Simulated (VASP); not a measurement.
# Si3C (P6/mmm) in VASP: settings compared

Aim: see how the results for Si3C move with the level of theory and the settings. Levels: PBE+dDsC, PBE+rVV10. Tasks: relaxation of cell and atoms.

All numbers are computed with VASP 6.6.1; they aren't measurements. Logs are shortened: lines on timing, memory, paths and dates and some standing lists are left out, and cuts for length are marked.

## 1. The crystal as given

Symmetry: P6/mmm, No. 191, hexagonal system. The conventional cell has a = 4.915 Å, b = 4.915 Å, c = 2.433 Å, α = 90.00°, β = 90.00°, γ = 120.00°. Si (site symmetry mmm) is surrounded by 6 Si at 2.43 to 2.46 Å and 2 C at 2.46 Å. Around C (site symmetry 6/mmm) lie 2 C at 2.43 Å and 6 Si at 2.46 Å.

The cell was built by a generator and needn't be a form met in nature.

## 2. Relaxation of cell and atoms, PBE+dDsC

The input, INCAR:

```
SYSTEM = Si3C
ALGO = Normal
EDIFF = 1E-6
EDIFFG = -0.005
ENCUT = 600
GGA = PE
IBRION = 2
ISIF = 3
ISMEAR = -1
IVDW = 4
LASPH = .TRUE.
LCHARG = .FALSE.
LREAL = .FALSE.
LWAVE = .FALSE.
NELM = 80
NSW = 60
PREC = Accurate
SIGMA = 0.05
```

The input, KPOINTS:

```
k-points
0
G
  5 5 8
  0 0 0
```

The input, POSCAR:

```
Si3C
1.0
    4.9148000000      0.0000000000      0.0000000000
   -2.4574000000      4.2563400000      0.0000000000
    0.0000000000      0.0000000000      2.4331100000
Si C
3 1
Direct
    0.5000000000      0.0000000000      0.5000000000
    0.0000000000      0.5000000000      0.5000000000
    0.5000000000      0.5000000000      0.5000000000
    0.0000000000      0.0000000000      0.5000000000
```

Potentials or basis: VASP PAW PBE potentials, release 64 (Si, C).

Launch:

```sh
cat potpaw_PBE.64/Si/POTCAR potpaw_PBE.64/C/POTCAR > POTCAR
mpirun -np 1 vasp_std > vasp.out
```

OUTCAR:

```text
SYSTEM = Si3C
   EDIFF = 1E-6
   EDIFFG = -0.005
   ENCUT = 600
   GGA = PE
   IBRION = 2
   ISIF = 3
   ISMEAR = -1
   IVDW = 4
   LASPH = .TRUE.
   LREAL = .FALSE.
   NELM = 80
   NSW = 60
   PREC = Accurate
  IVDW =   4

 ion  position               nearest neighbor table
   1  0.500  0.000  0.500-   2 2.46   3 2.46   3 2.46   2 2.46   4 2.46   4 2.46
   2  0.000  0.500  0.500-   1 2.46   4 2.46   4 2.46   1 2.46   3 2.46   3 2.46
   3  0.500  0.500  0.500-   1 2.46   4 2.46   1 2.46   4 2.46   2 2.46   2 2.46
   4  0.000  0.000  0.500-   2 2.46   3 2.46   2 2.46   3 2.46   1 2.46   1 2.46

  LATTYP: Found a hexagonal cell.
 ALAT       =     4.9148000000
 C/A-ratio  =     0.4950577847

  Lattice vectors:

 A1 = (   4.9148000000,   0.0000000000,   0.0000000000)
 A2 = (  -2.4574000000,   4.2563400000,   0.0000000000)
 A3 = (   0.0000000000,   0.0000000000,   2.4331100000)

Analysis of symmetry for initial positions (statically):
=====================================================================
 Subroutine PRICEL returns:
 Original cell was already a primitive cell.

 Routine SETGRP: Setting up the symmetry group for a
 hexagonal supercell.

 Subroutine GETGRP returns: Found 24 space group operations
 (whereof 24 operations were pure point group operations)
 out of a pool of 24 trial point group operations.

The static configuration has the point symmetry D_6h.

Analysis of symmetry for dynamics (positions and initial velocities):
=====================================================================
 Subroutine PRICEL returns:
 Original cell was already a primitive cell.

 Routine SETGRP: Setting up the symmetry group for a
 hexagonal supercell.

 Subroutine GETGRP returns: Found 24 space group operations
 (whereof 24 operations were pure point group operations)
 out of a pool of 24 trial point group operations.

The dynamic configuration has the point symmetry D_6h.

 Subroutine INISYM returns: Found 24 space group operations
 (whereof 24 operations are pure point group operations),
 and found     1 'primitive' translations

----------------------------------------------------------------------------------------

                                     Primitive cell

  volume of cell :      50.8984

  direct lattice vectors                    reciprocal lattice vectors
     4.914800000  0.000000000  0.000000000     0.203467079  0.117471819  0.000000000
    -2.457400000  4.256340000  0.000000000     0.000000000  0.234943637  0.000000000
     0.000000000  0.000000000  2.433110000     0.000000000  0.000000000  0.410996626

  length of vectors
     4.914800000  4.914798567  2.433110000     0.234943569  0.234943637  0.410996626

  position of ions in fractional coordinates (direct lattice)
     0.500000000  0.000000000  0.500000000
     0.000000000  0.500000000  0.500000000
     0.500000000  0.500000000  0.500000000
     0.000000000  0.000000000  0.500000000

  ion indices of the primitive-cell ions
   primitive index   ion index
                 1           1
                 2           2
                 3           3
                 4           4

----------------------------------------------------------------------------------------

 KPOINTS: k-points

Automatic generation of k-mesh.
 Grid dimensions read from file:
 generate k-points for:    5    5    8

 Generating k-lattice:

  Cartesian coordinates                     Fractional coordinates (reciprocal lattice)
     0.040693416  0.023494364  0.000000000     0.200000000 -0.000000000  0.000000000
     0.000000000  0.046988727  0.000000000     0.000000000  0.200000000  0.000000000
     0.000000000  0.000000000  0.051374578     0.000000000  0.000000000  0.125000000

  Length of vectors
     0.046988714  0.046988727  0.051374578

  Shift w.r.t. Gamma in fractional coordinates (k-lattice)
     0.000000000  0.000000000  0.000000000

 Subroutine IBZKPT returns following result:
 ===========================================

 Found     25 irreducible k-points:

 Following reciprocal coordinates:
            Coordinates               Weight
  0.000000  0.000000  0.000000      1.000000
  0.200000 -0.000000  0.000000      6.000000
  0.400000 -0.000000  0.000000      6.000000
  0.200000  0.200000  0.000000      6.000000
  0.400000  0.200000  0.000000      6.000000
  0.000000  0.000000  0.125000      2.000000
[... 16 lines left out ...]
  0.400000 -0.000000  0.500000      6.000000
  0.200000  0.200000  0.500000      6.000000
   k-points           NKPTS =     25   k-points in BZ     NKDIM =     25   number of bands    NBANDS=     12
   number of dos      NEDOS =    301   number of ions     NIONS =      4
   total plane-waves  NPLWV =  32000
   dimension x,y,z NGX =    40 NGY =   40 NGZ =   20
   dimension x,y,z NGXF=    80 NGYF=   80 NGZF=   40
   ions per type =               3   1
   NGX,Y,Z   is equivalent  to a cutoff of  13.53, 13.53, 13.67 a.u.
   NGXF,Y,Z  is equivalent  to a cutoff of  27.06, 27.06, 27.33 a.u.
 SYSTEM =  Si3C
   PREC   = accura    normal or accurate (medium, high low for compatibility)
   ISTART =      0    job   : 0-new  1-cont  2-samecut
   ICHARG =      2    charge: 1-file 2-atom 10-const
   ISPIN  =      1    spin polarized calculation?
   LNONCOLLINEAR =      F non collinear calculations
   LSORBIT =      F    spin-orbit coupling
   LASPH  =      T    aspherical Exc in radial PAW
   ENCUT  =  600.0 eV  44.10 Ry    6.64 a.u.   9.82  9.82  4.86*2*pi/ulx,y,z
   NELM   =     80;   NELMIN=  2; NELMDL= -5     # of ELM steps
   EDIFF  = 0.1E-05   stopping-criterion for ELM
   LREAL  =      F    real-space projection
   EDIFFG = -.5E-02   stopping-criterion for IOM
   NSW    =     60    number of steps for IOM
   IBRION =      2    ionic relax: 0-MD 1-quasi-New 2-CG
   NFREE  =      1    steps in history (QN), initial steepest desc. (CG)
   ISIF   =      3    stress and relaxation
   ISYM   =      2    0-nonsym 1-usesym 2-fastsym
   POTIM  = 0.5000    time-step for ionic-motion
   TEBEG  =    0.0;   TEEND  =   0.0 temperature during run
   PSTRESS=    0.0 pullay stress
   NELECT =      16.0000    total number of electrons
   NUPDOWN=      -1.0000    fix difference up-down
   EMIN   =  10.00;   EMAX   =-10.00  energy-range for DOS
   EFERMI =   0.00;   METHOD = LEGACY
   ISMEAR =    -1;   SIGMA  =   0.05  broadening in eV -4-tet -1-fermi 0-gaus
   EFERMI_NEDOS =   21; number of points for ismear=-14 and -15
   IALGO  =     38    algorithm
   IMIX   =      4    mixing-type and parameters
     AMIX     =   0.40;   BMIX     =  1.00
     AMIX_MAG =   1.60;   BMIX_MAG =  1.00
  volume/ion in A,a.u.               =      12.72        85.87
  Fermi-wavevector in a.u.,A,eV,Ry     =   1.113132  2.103515 16.858488  1.239064
  Thomas-Fermi vector in A             =   2.249714
   LORBIT       =      0    0 simple, 1 ext, 2 COOP (PROOUT), +10 PAW based schemes
   GGA     = PE    functional components
   LHFCALC =     F    Hartree Fock is set to
   AEXX    =    0.0000 exact exchange contribution
   IVDW    =     4    specifies the selected vdW correction
   LEPSILON=     F    determine dielectric tensor
   LRPA    =     F    only Hartree local field effects (RPA)
 conjugate gradient relaxation of ions
 non-spin polarized calculation
  energy-cutoff  :      600.00
  volume of cell :       50.90
 maximum number of plane-waves:      1714
 NGX is ok and might be reduce to    40
   NGX = 19   NGY = 19   NGZ =  9

--------------------------------------- Ionic step        1  -------------------------------------------

 number of electron      16.0000000 magnetization

 Free energy of the ion-electron system (eV)
  ---------------------------------------------------
  ext. energy  EPLUGINS =         0.00000000
  ---------------------------------------------------
  free energy    TOTEN  =       -20.57841602 eV

  energy without entropy =      -20.56360021  energy(sigma->0) =      -20.57100811

------------------------ aborting loop because EDIFF is reached ----------------------------------------

  dDsC method for vdW energy calculation

  Number of pair interactions contributing to vdW energy:  103048

  Edisp (eV):   -0.94783

  FORCE on cell =-STRESS in cart. coord.  units (eV):
  Direction    XX          YY          ZZ          XY          YZ          ZX
  --------------------------------------------------------------------------------------
  -------------------------------------------------------------------------------------
  Total      -1.97176    -1.97176    -0.05940    -0.00000     0.00000     0.00000
  in kB     -62.06713   -62.06708    -1.86977    -0.00000     0.00000     0.00000
  external pressure =      -42.00 kB  Pullay stress =        0.00 kB
[... 287 lines left out ...]
  energy  without entropy=      -21.5231341541  energy(sigma->0) =      -21.52699803

--------------------------------------- Ionic step        8  -------------------------------------------

 number of electron      16.0000000 magnetization

 Free energy of the ion-electron system (eV)
  ---------------------------------------------------
  ext. energy  EPLUGINS =         0.00000000
  ---------------------------------------------------
  free energy    TOTEN  =       -20.58189153 eV

  energy without entropy =      -20.57413922  energy(sigma->0) =      -20.57801537

 E-fermi :   9.5687     XC(G=0): -11.4308

 val. band max:        9.5422819844   @ k =   0.4000  -0.0000   0.0000
 cond. band min:       9.5700108592   @ k =   0.2000   0.2000   0.3750
 fundamental gap:      0.0277288748
 Fermi energy:         9.5687456794

 k-point     1 :       0.0000    0.0000    0.0000
  band No.  band energies     occupation
      1      -5.5267      2.00000
      2       0.7770      2.00000
      3       1.9921      2.00000
      4       2.7957      2.00000
      5       2.7957      2.00000
      6       2.8937      2.00000
      7       2.8937      2.00000
      8      13.6296      0.00000
      9      14.0404      0.00000
     10      14.0404      0.00000
     11      16.3833      0.00000
     12      17.9531      0.00000
[... 331 lines left out ...]
 k-point    24 :       0.2000    0.2000    0.5000
  band No.  band energies     occupation
      1      -0.4300      2.00000
      2       2.3293      2.00000
      3       2.8400      2.00000
      4       3.3208      2.00000
      5       5.6168      2.00000
      6       6.0499      2.00000
      7       6.7342      2.00000
      8       7.6178      2.00000
      9       8.6828      2.00000
     10      11.6212      0.00000
     11      12.6060      0.00000
     12      12.7868      0.00000

 [... further k-points ...]

------------------------ aborting loop because EDIFF is reached ----------------------------------------

  Hirshfeld-DOM and Hirshfeld charges and relative Volumes:
            ion         q(e)           q(e)           rel_vol
   -----------------------------------------------------------
      1     Si          0.041          0.028          0.893
      2     Si          0.044          0.028          0.899
      3     Si          0.047          0.028          0.893
      4     C          -0.132         -0.085          1.021

  dDsC method for vdW energy calculation

  Number of pair interactions contributing to vdW energy:  106480

  Edisp (eV):   -0.95000

  FORCE on cell =-STRESS in cart. coord.  units (eV):
  Direction    XX          YY          ZZ          XY          YZ          ZX
  --------------------------------------------------------------------------------------
  -------------------------------------------------------------------------------------
  Total      -0.01653    -0.01653    -0.00383     0.00000    -0.00000     0.00000
  in kB      -0.53795    -0.53795    -0.12451     0.00000    -0.00000     0.00000
  external pressure =       -0.40 kB  Pullay stress =        0.00 kB
[... 19 lines left out ...]
  FREE ENERGIE OF THE ION-ELECTRON SYSTEM (eV)
  ---------------------------------------------------
  free  energy   TOTEN  =       -21.5318926685 eV

  energy  without entropy=      -21.5241403599  energy(sigma->0) =      -21.52801651

 reached required accuracy - stopping structural energy minimisation
```

It took 47 s on 1 thread of AMD EPYC 9R45 (Zen 5), shared host; peak memory 0.15 GiB.

Results:

| Item | Value |
| --- | --- |
| Free energy | -21.5319 eV |
| Relaxed volume | 12.30 Å³/atom |
| Relaxed cell | a = 4.826 Å, b = 4.826 Å, c = 2.440 Å, α = 90.00°, β = 90.00°, γ = 120.00° |
| Space group after relaxing (to 0.05 Å) | P6/mmm (No. 191) |
| Energy gained by relaxing | 1.4 meV/atom |
| Ionic steps | 8 |
| Pressure after relaxing | 0.0 GPa |
| Band gap on the k mesh | none (metal or under the smearing width) |
| Hirshfeld charges | Si +0.04, +0.05; C -0.13 e |
| Dispersion energy per atom | -0.237 eV |

Step by step:
| step | energy change (eV) | largest force (eV/Å) | pressure (GPa) | volume (Å³) |
| --- | --- | --- | --- | --- |
| 1 | 0.0000 | 0.0000 | -4.20 | 50.90 |
| 2 | 0.0150 | 0.0000 | 2.23 | 48.47 |
| 3 | -0.0038 | 0.0000 | 0.15 | 49.16 |
| 4 | -0.0017 | 0.0000 | 0.45 | 49.05 |
| 5 | -0.0056 | 0.0000 | -0.09 | 49.24 |
| 6 | -0.0055 | 0.0000 | -0.06 | 49.23 |
| 7 | -0.0046 | 0.0000 | 0.10 | 49.17 |
| 8 | -0.0056 | 0.0000 | -0.04 | 49.22 |

Final structure:
```xyz
4
Lattice="4.8263 0.0000 0.0000 -2.4131 4.1797 0.0000 0.0000 0.0000 2.4399" Properties=species:S:1:pos:R:3 pbc="T T T"
Si    0.0000    4.1797    1.2199
Si   -1.2066    2.0898    1.2199
Si    1.2066    2.0898    1.2199
C     4.8263    0.0000    1.2199
```

Caveat: pairwise dispersion overbinds metals, which lowers pressure and volume.

[end of part 1 of 2]
